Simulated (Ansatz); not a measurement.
**Nudged elastic band run: C2H4O2**

Input file:

```yaml
crystal:
  periodic: [false, false, false]
  atoms:
    - { symbol: C, position_ang: [-0.014238, 0.941764, -0.242367] }
    - { symbol: C, position_ang: [0.298951, -0.483356, 0.17605] }
    - { symbol: O, position_ang: [1.392871, -0.917508, 0.485086] }
    - { symbol: O, position_ang: [-0.828704, -1.261158, 0.169981] }
    - { symbol: H, position_ang: [-0.464529, 0.949876, -1.255148] }
    - { symbol: H, position_ang: [-0.761679, 1.383251, 0.447012] }
    - { symbol: H, position_ang: [0.910646, 1.542913, -0.233284] }
    - { symbol: H, position_ang: [-0.533308, -2.155782, 0.45266] }
basis:
  gaussian: { orbitals: def2-SVP }
hamiltonian:
  xc: blyp
  dispersion: d4
neb:
  order_check: false
  images: 5
  f_tol: 0.05
  max_iterations: 60
  initial_path: idpp
  final_atoms:
    - { symbol: C, position_ang: [-0.02269194, 0.94444009, -0.23127197] }
    - { symbol: C, position_ang: [0.10867065, -0.43285544, 0.39376087] }
    - { symbol: O, position_ang: [0.47309279, -0.67462024, 1.5292603] }
    - { symbol: O, position_ang: [-0.24378348, -1.41522, -0.49311326] }
    - { symbol: H, position_ang: [-1.07307364, 1.12091961, -0.53846621] }
    - { symbol: H, position_ang: [0.29228081, 1.71311096, 0.49449497] }
    - { symbol: H, position_ang: [0.59692595, 1.00718642, -1.14791364] }
    - { symbol: H, position_ang: [-0.13141114, -2.2629614, -0.00676106] }
```

Command:

```bash
$ ansatz run input.yaml --threads 1 --pin off --max-ram 2048MiB --backend cpu --events-out ev --progress --plain --runs-dir out
```

Output, in part (warnings, iteration lines, the closing report on the highest movable image, with atoms numbered from 0):

```
NEB end point (image 0): max|allowed force component| = 1.062e-2 eV/Å (the criterion of neb.relax_end_points is 1.000e-2)
NEB end point (image 6): max|allowed force component| = 2.049e-3 eV/Å (the criterion of neb.relax_end_points is 1.000e-2)
NEB iter   1: max|band force component| = 1.132e0 eV/Å  barrier→ = 0.0637 eV  barrier← = 0.0637 eV  Δτ_max = 0.0552 Å  (186 SCF iters)
NEB iter   2: max|band force component| = 5.058e-1 eV/Å  barrier→ = 0.0199 eV  barrier← = 0.0199 eV  Δτ_max = 0.0346 Å  (153 SCF iters)
NEB iter   3: max|band force component| = 5.160e-1 eV/Å  barrier→ = 0.0197 eV  barrier← = 0.0197 eV  Δτ_max = 0.0173 Å  (153 SCF iters)
NEB iter   4: max|band force component| = 1.075e-1 eV/Å  barrier→ = 0.0139 eV  barrier← = 0.0139 eV  CI = image 3  Δτ_max = 0.0086 Å  (149 SCF iters)
NEB iter   5: max|band force component| = 2.546e-2 eV/Å  barrier→ = 0.0137 eV  barrier← = 0.0137 eV  CI = image 3  Δτ_max = 0.0000 Å  (288 SCF iters)
Total energy: -6227.65656486 eV, -228.8621575013 hartree
Atom 0 at    -0.125684     0.954051    -0.130169 Å, force     0.006904     0.014305     0.007353 eV/Å
Atom 1 at     0.229433    -0.467683     0.272330 Å, force    -0.008146     0.000476    -0.013815 eV/Å
Atom 2 at     0.976203    -0.776450     1.182425 Å, force     0.000521    -0.005275     0.003154 eV/Å
Atom 3 at    -0.393951    -1.394421    -0.518497 Å, force     0.016726     0.000558     0.022473 eV/Å
Atom 4 at    -0.833782     0.986268    -0.976134 Å, force    -0.005125     0.001669    -0.005004 eV/Å
Atom 5 at    -0.558594     1.475892     0.745835 Å, force    -0.003853    -0.002744    -0.000384 eV/Å
Atom 6 at     0.805145     1.492218    -0.397723 Å, force    -0.000306    -0.003592    -0.003988 eV/Å
Atom 7 at    -0.098761    -2.269876    -0.178076 Å, force    -0.006720    -0.005398    -0.009788 eV/Å
Dipole moment:    -0.185231     0.049529    -0.228308 e Å
```

The forces met the threshold. A vibrational analysis at the climbing image gives one clearly imaginary mode, 78i cm⁻¹: a first-order saddle point.

Final band (atoms are numbered from 1 in the order of the input):

```
image  path coordinate (Å)  energy (kcal/mol)  dihedral H7–C1–C2–O3 (°)
    0                 0.00                0.0                         0
    1                 0.45                0.1                        20
    2                 0.90                0.2                        40
    3                 1.35                0.3                        59
    4                 1.80                0.2                        79
    5                 2.25                0.1                       101
    6                 2.70                0.0                       123
```

The run took 46 s on 1 thread of Arm Neoverse V2, on a shared host, peak memory 0.13 GiB.
